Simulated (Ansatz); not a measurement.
# Dielectric response of NaCl (001) films, part 2 of 5

Aim: the electronic and static ε of rocksalt NaCl (001) from films of three thicknesses in a field.

Ansatz 0.2.0; plane-wave DFT, PBE, Ansatz PAW (the session's first sound run).

So far. Step 2 (Relaxing the film, 6 atoms, units 3): The gap is 5.02 eV, with the valence edge 6.74 eV and the conduction edge 1.72 eV under the upper vacuum level. Step 3 (Single point on the relaxed film, 6 atoms, units 3): The gap is 5.02 eV, with the valence edge 6.74 eV and the conduction edge 1.72 eV under the upper vacuum level.

### 4. Atoms held, 6 atoms, units 3, field 0.1 V/Å

A sawtooth potential applies the field, turning back in the middle of the vacuum. With the dipole correction the typed value is the field outside the slab. The induced dipole is small, so the SCF threshold is tight.

The input, input.yaml:

```yaml
crystal:
  lattice:
    - [3.98808225, 0.0, 0.0]
    - [0.0, 3.98808225, 0.0]
    - [0.0, 0.0, 23.64]
  atoms:
    - { symbol: Na, position: [0.5, 0.5, 0.3817663633] }
    - { symbol: Cl, position: [0.0, 0.0, 0.377503534] }
    - { symbol: Na, position: [0.0, 0.0, 0.4999999993] }
    - { symbol: Cl, position: [0.5, 0.5, 0.4999999996] }
    - { symbol: Na, position: [0.5, 0.5, 0.6182336373] }
    - { symbol: Cl, position: [0.0, 0.0, 0.6224964665] }
kpoints:
  mp_grid: { grid: [8, 8, 1] }
hamiltonian:
  xc: pbe
scf:
  occupations: { method: fixed }
  convergence: { dr2_threshold: 1.0e-10 }
efield:
  axis: 3
  dipole_correction: true
  ramp_position: 0.97
  ramp_width: 0.06
  amplitude: 0.1
output:
  write_potential: true
  write_density: true
  volumetric_format: npy
```

Run with:

```bash
ansatz run input.yaml --threads 4 --pin off --max-ram 8192MiB --backend cpu --events-out ev --progress --plain --runs-dir out
```

Numbers of over 12 decimals in the logs are rounded to 6 here.

Output:

```text
[...]
Crystal: 6 atoms, lattice volume = 375.989 Å³
Basis set: ecut = 420 eV, 7399 PW (Γ)
Bands: 30, of which v1, the nominal top of the filled ones, is band 24 counted from 1 (23 counted from 0)
Symmetry: 8 space group operations
k-points: 15 of 64
[...]
SCF iter   1: F=—  HF=-7709.321269 eV  |F-HF|=—  |Δ(HF+E_count)|=         —  Δρ=1.76e-2  dr2=2.85e0  ethr=3.10e-3  p=0.075 e·Å  D=3.60e-2 V/Å  ΔV_dip=-0.85 eV  dr2_dipole=9.91e-4  V_vac-E_F(+/−)=10.36/9.05 eV  ⟨swp⟩=5.3  Hψ=1673  notcnv=0  defer=48
[...]
SCF iter  10: F=-7708.384935 eV  HF=-7708.384935 eV  |F-HF|=8.64e-11  |Δ(HF+E_count)|=   1.69e-9  Δρ=1.69e-7  dr2=5.41e-11  ethr=1.00e-12  p=0.048 e·Å  D=2.29e-2 V/Å  ΔV_dip=-0.54 eV  dr2_dipole=8.36e-14  V_vac-E_F(+/−)=7.45/5.83 eV  ⟨swp⟩=12.1  Hψ=2003  notcnv=0
SCF 1 converged in 10 iterations: F = -7708.384935 eV  dr2 = 5.41e-11
[...]
SCF converged after 10 iterations
[...]
Free energy (F): -7708.384935 eV
[...]
Internal energy: -7708.384935 eV  (E = F + TS)
E sigma→0 (E₀):  -7708.384935 eV
Fermi energy:    -3.861976 eV
Dipole field:    D = 0.022913 V/Å  (p = 0.047611 e·Å, saw-weighted, corrected)
Work function:   not extracted (applied field tilts the vacuum); planar V_es + V_field profile in the machine report
[...]
--- Band table (eV; the first three rows and the last of 15) ---
  k-point 0: bands = [... 20 lower, -4.0869, -4.0579, -3.8620, -3.8620, 1.0393, 1.6373, 2.4266, 2.9500, ... 2 higher]
  k-point 1: bands = [... 20 lower, -4.0839, -4.0776, -3.9684, -3.8622, 1.3102, 1.8355, 2.5872, 3.0926, ... 2 higher]
  k-point 2: bands = [... 20 lower, -4.2047, -4.0801, -4.0114, -3.8627, 1.9342, 2.3535, 3.0110, 3.3959, ... 2 higher]
  k-point 14: bands = [... 20 lower, -4.6153, -4.6153, -4.2695, -4.0277, 3.3979, 3.8772, 4.0124, 4.4699, ... 2 higher]
```

The job ended after 5 s (4 threads of Arm Neoverse V1, shared host; peak memory 0.64 GiB; 19 s of CPU time).

Numbers from this step:

| Property | Result |
| --- | --- |
| gap on the k-mesh | 4.901 eV |
| dipole along the normal | 0.04761 e·Å |

The dipole is 0.0476 e·Å, and the gap on the mesh 4.901 eV.

### 5. Atoms held, 6 atoms, units 3, field -0.1 V/Å

input.yaml, as its differences from that of step 4:

```diff
@@ -24,3 +24,3 @@
   ramp_width: 0.06
-  amplitude: 0.1
+  amplitude: -0.1
 output:
```

Output:

```text
[...]
Crystal: 6 atoms, lattice volume = 375.989 Å³
Basis set: ecut = 420 eV, 7399 PW (Γ)
Bands: 30, of which v1, the nominal top of the filled ones, is band 24 counted from 1 (23 counted from 0)
Symmetry: 8 space group operations
k-points: 15 of 64
[...]
k-point 0: bands = [... 20 lower, -4.0869, -4.0579, -3.8620, -3.8620, 1.0393, 1.6373, 2.4266, 2.9500, ... 2 higher]
  k-point 1: bands = [... 20 lower, -4.0839, -4.0776, -3.9684, -3.8622, 1.3102, 1.8355, 2.5872, 3.0926, ... 2 higher]
  k-point 2: bands = [... 20 lower, -4.2047, -4.0801, -4.0114, -3.8627, 1.9342, 2.3535, 3.0110, 3.3959, ... 2 higher]
  k-point 14: bands = [... 20 lower, -4.6153, -4.6153, -4.2695, -4.0277, 3.3979, 3.8772, 4.0124, 4.4699, ... 2 higher]
[key lines of the parts left out:]
SCF converged after 10 iterations
Free energy (F): -7708.384935 eV
Fermi energy:    -3.861976 eV
Dipole field:    D = -0.022913 V/Å  (p = -0.047611 e·Å, saw-weighted, corrected)
```

Elapsed: 5.1 s, on 4 threads; peak memory 0.64 GiB.

The dipole is -0.0476 e·Å, and the gap on the mesh 4.901 eV.

### 6. Response with the atoms held, 6 atoms, units 3

This step: plane-wave DFT, PBE, Ansatz PAW; response to a field along the normal, atoms held (Ansatz 0.2.0).

The two fields give this film's response with the atoms held: the electronic part.

This step gave:

```yaml
equivalent_conductor_thickness_p_eps_0ae: 5.417 Å
distance_between_the_outer_atoms: 5.792 Å
thickness: 8.46 Å
```

Local field over the applied field, running mean. From the potentials at -0.1 and 0.1 V/Å; running mean over 2.82 Å, taken twice. The local field over applied field by z:

| z (Å) | local field over applied field |
| --- | --- |
| 4.0 | 0.998 |
| 4.5 | 0.995 |
| 5.0 | 0.986 |
| 5.5 | 0.964 |
| 6.0 | 0.922 |
| 6.5 | 0.857 |
| 7.0 | 0.771 |
| 7.5 | 0.673 |
| 8.0 | 0.577 |
| 8.5 | 0.497 |
| 9.0 | 0.439 |
| 9.5 | 0.407 |
| 10.0 | 0.394 |
| 10.5 | 0.394 |
| 11.0 | 0.396 |
| 11.5 | 0.399 |
| 12.0 | 0.399 |
| 12.5 | 0.397 |
| 13.0 | 0.394 |
| 13.5 | 0.393 |
| 14.0 | 0.402 |
| 14.5 | 0.428 |
| 15.0 | 0.478 |
| 15.5 | 0.553 |
| 16.0 | 0.646 |
| 16.5 | 0.744 |
| 17.0 | 0.835 |
| 17.5 | 0.906 |
| 18.0 | 0.954 |
| 18.5 | 0.981 |
| 19.0 | 0.993 |
| 19.5 | 0.998 |

Electrons, planar mean, per unit field. Induced electron density against z:

z (Å), induced electron density (e/Å³ per V/Å) and a bar from the least value:
```
      4.0    0.00000 ###############
      4.5    0.00000 ###############
      5.0    0.00001 ###############
      5.5    0.00005 ###############
      6.0    0.00014 ###############
      6.5    0.00040 #################
      7.0    0.00103 ####################
      7.5    0.00223 #########################
      8.0    0.00321 ##############################
      8.5    0.00163 ######################
      9.0   -0.00020 ##############
      9.5   -0.00196 #####
     10.0   -0.00194 #####
     10.5    0.00049 #################
     11.0    0.00225 #########################
     11.5    0.00113 ####################
     12.0   -0.00064 ############
     12.5   -0.00221 ####
     13.0   -0.00119 #########
     13.5    0.00136 #####################
     14.0    0.00238 ##########################
     14.5    0.00060 ##################
     15.0   -0.00107 ##########
     15.5   -0.00307 
     16.0   -0.00262 ##
     16.5   -0.00130 ########
     17.0   -0.00052 ############
     17.5   -0.00019 ##############
     18.0   -0.00006 ##############
     18.5   -0.00002 ###############
     19.0   -0.00001 ###############
     19.5    0.00000 ###############
```

By hand: between -0.1 and 0.1 V/Å the dipole changes by 0.09522 e·Å, a slope of 0.4761 e·Å²/V. A perfect conductor of thickness t has p = ε₀AEt, so t = 180.95 × 0.4761 / 15.905 = 5.42 Å (e/ε₀ = 180.95 V·Å, A in Å²).

The induced dipole is that of a conductor 5.42 Å thick.

### 7. Relaxing in the field, 6 atoms, field 0.05 V/Å

This step: plane-wave DFT, PBE, Ansatz PAW (Ansatz 0.2.0).

Now the atoms may follow the field. A weak field makes forces of meV/Å to tens of meV/Å, so the force tolerance is set well below the usual one.

input.yaml, as its differences from that of step 5:

```diff
@@ -24,3 +24,6 @@
   ramp_width: 0.06
-  amplitude: -0.1
+  amplitude: 0.05
+relax:
+  f_tol: 0.0006
+  max_steps: 70
 output:
```

Output:

```text
[...]
Crystal: 6 atoms, lattice volume = 375.989 Å³
Basis set: ecut = 420 eV, 7399 PW (Γ), exchange–correlation on 54×54×320 points (8 copies of the dense FFT grid, shifted against one another)
Bands: 30, of which v1, the nominal top of the filled ones, is band 24 counted from 1 (23 counted from 0)
Symmetry: 8 space group operations
k-points: 15 of 64
[...]
SCF iter   1: F=—  HF=-7709.318667 eV  |F-HF|=—  |Δ(HF+E_count)|=         —  Δρ=1.76e-2  dr2=2.85e0  ethr=3.10e-3  p=0.037 e·Å  D=1.80e-2 V/Å  ΔV_dip=-0.43 eV  dr2_dipole=2.48e-4  V_vac-E_F(+/−)=10.05/9.40 eV  ⟨swp⟩=5.3  Hψ=1671  notcnv=0  defer=48
[...]
SCF iter  10: F=-7708.383459 eV  HF=-7708.383459 eV  |F-HF|=1.43e-10  |Δ(HF+E_count)|=   2.09e-9  Δρ=1.26e-7  dr2=2.90e-11  ethr=1.00e-12  p=0.024 e·Å  D=1.15e-2 V/Å  ΔV_dip=-0.27 eV  dr2_dipole=4.67e-13  V_vac-E_F(+/−)=7.11/6.30 eV  ⟨swp⟩=4.9  Hψ=2178  notcnv=0
SCF 1 converged in 10 iterations: F = -7708.383459 eV  dr2 = 2.90e-11
[...]
relax step   1: F+E_penalty+E_count = -7708.38345938 eV  Δ(F+E_penalty+E_count) = +0.000e0 eV  max|allowed force component| = 2.338e-2 eV/Å  Δτ_max = 0.0000 Å  (10 SCF iters, accepted)
[...]
SCF iter   7: F=-7708.383742 eV  HF=-7708.383742 eV  |F-HF|=2.59e-10  |Δ(HF+E_count)|=  7.39e-10  Δρ=2.04e-7  dr2=9.10e-11  ethr=1.00e-12  p=0.037 e·Å  D=1.80e-2 V/Å  ΔV_dip=-0.42 eV  dr2_dipole=1.72e-12  V_vac-E_F(+/−)=7.05/6.39 eV  ⟨swp⟩=6.0  Hψ=2040  notcnv=0
SCF 2 converged in 7 iterations: F = -7708.383742 eV  dr2 = 9.10e-11
[...]
relax step   2: F+E_penalty+E_count = -7708.38374209 eV  Δ(F+E_penalty+E_count) = -2.827e-4 eV  max|allowed force component| = 6.902e-3 eV/Å  Δτ_max = 0.0097 Å  (7 SCF iters, accepted)
SCF iter   1: F=—  HF=-7708.383664 eV  |F-HF|=—  |Δ(HF+E_count)|=         —  Δρ=3.58e-5  dr2=2.63e-5  ethr=1.00e-6  p=0.037 e·Å  D=1.80e-2 V/Å  ΔV_dip=-0.42 eV  dr2_dipole=1.14e-6  V_vac-E_F(+/−)=7.05/6.39 eV  ⟨swp⟩=2.6  Hψ=867  notcnv=0  defer=60
[...]
SCF iter   6: F=-7708.383770 eV  HF=-7708.383770 eV  |F-HF|=2.40e-10  |Δ(HF+E_count)|=  4.97e-10  Δρ=8.52e-8  dr2=1.78e-11  ethr=1.00e-12  p=0.036 e·Å  D=1.73e-2 V/Å  ΔV_dip=-0.41 eV  dr2_dipole=1.06e-15  V_vac-E_F(+/−)=7.06/6.39 eV  ⟨swp⟩=6.0  Hψ=2080  notcnv=0
SCF 3 converged in 6 iterations: F = -7708.383770 eV  dr2 = 1.78e-11
relax step   3: F+E_penalty+E_count = -7708.38376975 eV  Δ(F+E_penalty+E_count) = -2.766e-5 eV  max|allowed force component| = 1.298e-3 eV/Å  Δτ_max = 0.0026 Å  (6 SCF iters, accepted)
SCF iter   1: F=—  HF=-7708.383770 eV  |F-HF|=—  |Δ(HF+E_count)|=         —  Δρ=5.38e-6  dr2=3.88e-7  ethr=6.65e-9  p=0.036 e·Å  D=1.73e-2 V/Å  ΔV_dip=-0.41 eV  dr2_dipole=7.43e-9  V_vac-E_F(+/−)=7.06/6.39 eV  ⟨swp⟩=2.0  Hψ=838  notcnv=0  defer=44
[...]
SCF iter   5: F=-7708.383770 eV  HF=-7708.383770 eV  |F-HF|=2.02e-10  |Δ(HF+E_count)|=  7.19e-10  Δρ=5.84e-8  dr2=1.04e-11  ethr=1.00e-12  p=0.036 e·Å  D=1.73e-2 V/Å  ΔV_dip=-0.41 eV  dr2_dipole=1.79e-15  V_vac-E_F(+/−)=7.06/6.39 eV  ⟨swp⟩=6.0  Hψ=2037  notcnv=0
SCF 4 converged in 5 iterations: F = -7708.383770 eV  dr2 = 1.04e-11
relax step   4: F+E_penalty+E_count = -7708.38377028 eV  Δ(F+E_penalty+E_count) = -5.275e-7 eV  max|allowed force component| = 2.748e-4 eV/Å  Δτ_max = 0.0004 Å  (5 SCF iters, accepted)
NSCF: frozen V_eff on 15 k-points
[...]
SCF converged after 5 iterations
[...]
Free energy (F): -7708.383770 eV
[...]
Internal energy: -7708.383770 eV  (E = F + TS)
E sigma→0 (E₀):  -7708.383770 eV
Fermi energy:    -3.925103 eV
Dipole field:    D = 0.017312 V/Å  (p = 0.035972 e·Å, saw-weighted, corrected)
Work function:   not extracted (applied field tilts the vacuum); planar V_es + V_field profile in the machine report
[...]
--- Forces (eV/Å), atoms counted from 1 ---
  atom   1  Na    -0.00000000     0.00000000    -0.00024926
  atom   2  Cl     0.00000000     0.00000000    -0.00019093
  atom   3  Na     0.00000000     0.00000000     0.00026974
  atom   4  Cl    -0.00000000     0.00000000     0.00020532
  atom   5  Na     0.00000000     0.00000000     0.00002614
  atom   6  Cl    -0.00000000     0.00000000    -0.00009109
  max |Σ_I F_I| component: 3.01e-5 eV/Å
--- Band table (eV; the first three rows and the last of 15) ---
  k-point 0: bands = [... 20 lower, -4.0315, -4.0315, -3.9251, -3.9251, 1.0854, 1.6178, 2.5698, 3.0602, ... 2 higher]
  k-point 1: bands = [... 20 lower, -4.1165, -4.0240, -3.9943, -3.9294, 1.3713, 1.8024, 2.7202, 3.2140, ... 2 higher]
  k-point 2: bands = [... 20 lower, -4.1939, -4.0441, -4.0061, -3.9425, 2.0523, 2.2628, 3.0874, 3.5763, ... 2 higher]
  k-point 14: bands = [... 20 lower, -4.6470, -4.6470, -4.1862, -4.1099, 3.4356, 3.8389, 4.0094, 4.4781, ... 2 higher]
--- Relaxed structure (4 steps of the walk, 4 accepted, 0 SCFs on fresh bases) ---
  F+E_penalty+E_count = -7708.38377028 eV   max|allowed force component| = 2.748e-4 eV/Å
  atoms:
    - { symbol: Na, position: [0.5, 0.5, 0.381921] }
    - { symbol: Cl, position: [0, 0.0, 0.377149] }
    - { symbol: Na, position: [0, 0.0, 0.500142] }
    - { symbol: Cl, position: [0.5, 0.5, 0.499927] }
    - { symbol: Na, position: [0.5, 0.5, 0.618539] }
    - { symbol: Cl, position: [0, 0.0, 0.622322] }
```

Run time: 12 s. Hardware: 4 threads; peak memory 0.62 GiB.

Step by step:

| step | energy less that of the first step (eV) | largest force component (eV/Å) |
| --- | --- | --- |
| 1 | 0.0000 | 0.0234 |
| 2 | -0.0003 | 0.0069 |
| 3 | -0.0003 | 0.0013 |
| 4 | -0.0003 | 0.0003 |

The run keeps the 8 symmetry operations that it works with, so distortions that break them were not tested.

Final coordinates:

```cif
data_structure
_symmetry_space_group_name_H-M 'P 1'
_symmetry_Int_Tables_number 1
_cell_length_a 3.9881
_cell_length_b 3.9881
_cell_length_c 23.6400
_cell_angle_alpha 90.000
_cell_angle_beta 90.000
_cell_angle_gamma 90.000
_cell_volume 375.99
loop_
_atom_site_label
_atom_site_type_symbol
_atom_site_fract_x
_atom_site_fract_y
_atom_site_fract_z
_atom_site_occupancy
Na1 Na 0.50000 0.50000 0.38192 1
Cl2 Cl 0.00000 0.00000 0.37715 1
Na3 Na 0.00000 0.00000 0.50014 1
Cl4 Cl 0.50000 0.50000 0.49993 1
Na5 Na 0.50000 0.50000 0.61854 1
Cl6 Cl 0.00000 0.00000 0.62232 1
```

This step gave:

- gap on the k-mesh: 5.011 eV
- dipole along the normal: 0.03597 e·Å

The relaxation took 4 steps and lowered the energy by 3.1e-4 eV; the largest force on the free atoms ends at 2.8e-4 eV/Å.

The dipole is 0.0360 e·Å, and the gap on the mesh 5.011 eV.

### 8. Field on, atoms free, 6 atoms, field -0.05 V/Å

The opposite sign, again from the field-free geometry; the difference of the two cancels what relaxes without a field.

input.yaml, as its differences from that of step 7:

```diff
@@ -24,3 +24,3 @@
   ramp_width: 0.06
-  amplitude: 0.05
+  amplitude: -0.05
 relax:
```

Output:

```text
[...]
Crystal: 6 atoms, lattice volume = 375.989 Å³
Basis set: ecut = 420 eV, 7399 PW (Γ), exchange–correlation on 54×54×320 points (8 copies of the dense FFT grid, shifted against one another)
Bands: 30, of which v1, the nominal top of the filled ones, is band 24 counted from 1 (23 counted from 0)
Symmetry: 8 space group operations
k-points: 15 of 64
[...]
--- Relaxed structure (4 steps of the walk, 4 accepted, 0 SCFs on fresh bases) ---
  F+E_penalty+E_count = -7708.38377028 eV   max|allowed force component| = 2.748e-4 eV/Å
  atoms:
    - { symbol: Na, position: [0.5, 0.5, 0.381461] }
    - { symbol: Cl, position: [0, 0.0, 0.377678] }
    - { symbol: Na, position: [0, 0.0, 0.499858] }
    - { symbol: Cl, position: [0.5, 0.5, 0.500073] }
    - { symbol: Na, position: [0.5, 0.5, 0.618079] }
    - { symbol: Cl, position: [0, 0.0, 0.622851] }
[key lines of the parts left out:]
SCF converged after 5 iterations
Free energy (F): -7708.383770 eV
Fermi energy:    -3.925103 eV
Dipole field:    D = -0.017312 V/Å  (p = -0.035972 e·Å, saw-weighted, corrected)
```

It took 12 s on 4 threads; peak memory 0.63 GiB; 45 s of CPU time.

Relaxation path:

| step | energy less that of the first step (eV) | largest force component (eV/Å) |
| --- | --- | --- |
| 1 | 0.0000 | 0.0234 |
| 2 | -0.0003 | 0.0069 |
| 3 | -0.0003 | 0.0013 |
| 4 | -0.0003 | 0.0003 |

The run keeps the 8 symmetry operations that it works with, so distortions that break them were not tested.

The relaxed structure:

```xyz
6
Lattice="3.9881 0.0000 0.0000 0.0000 3.9881 0.0000 0.0000 0.0000 23.6400" Properties=species:S:1:pos:R:3
Na    1.9940    1.9940    9.0177
Cl    0.0000    0.0000    8.9283
Na    0.0000    0.0000   11.8167
Cl    1.9940    1.9940   11.8217
Na    1.9940    1.9940   14.6114
Cl    0.0000    0.0000   14.7242
```

The relaxation took 4 steps and lowered the energy by 3.1e-4 eV; the largest force on the free atoms ends at 2.8e-4 eV/Å.

The dipole is -0.0360 e·Å, and the gap on the mesh 5.011 eV.

### 9. Response with the atoms relaxed, 6 atoms, units 3

This step: plane-wave DFT, PBE, Ansatz PAW; response to a field along the normal, atoms relaxed (Ansatz 0.2.0).

The two relaxed runs give the static response.

Numbers from this step:

* equivalent conductor thickness p/(ε₀AE): 8.185 Å
* distance between the outer atoms: 5.796 Å

Local field over the applied field, running mean. From the potentials at -0.05 and 0.05 V/Å; running mean over 2.82 Å, taken twice. Table of local field over applied field by z:

z (Å), local field over applied field and a bar:
```
      4.0      0.998 ##############################
      4.5      0.993 ##############################
      5.0      0.975 #############################
      5.5      0.909 ###########################
      6.0      0.834 #########################
      6.5      0.750 ######################
      7.0      0.637 ###################
      7.5      0.489 ##############
      8.0      0.355 ##########
      8.5      0.307 ########
      9.0      0.212 #####
      9.5      0.127 ##
     10.0      0.087 #
     10.5      0.105 ##
     11.0      0.107 ##
     11.5      0.061 
     12.0      0.056 
     12.5      0.095 #
     13.0      0.111 ##
     13.5      0.089 #
     14.0      0.108 ##
     14.5      0.185 ####
     15.0      0.287 #######
     15.5      0.334 #########
     16.0      0.447 ############
     16.5      0.598 #################
     17.0      0.720 #####################
     17.5      0.816 ########################
     18.0      0.883 ##########################
     18.5      0.964 #############################
     19.0      0.990 ##############################
     19.5      0.997 ##############################
```

The induced dipole is that of a conductor 8.19 Å thick.

[end of part 2 of 5]

[Logs are printed without paths, hosts, clocks, repeated set-up lines and the standing remarks that a program may print on its own settings, such as how far it seeks lower states.]

[Hosts, paths, dates, database ids (printed as entryN), source tags and the programs' standing remarks are cut or masked in the printed files.]

[Maps of the electrostatic potential energy from Ansatz leave out the sawtooth potential of an applied field or a dipole correction, so their vacuum need not be flat; planar profiles and work functions include it.]
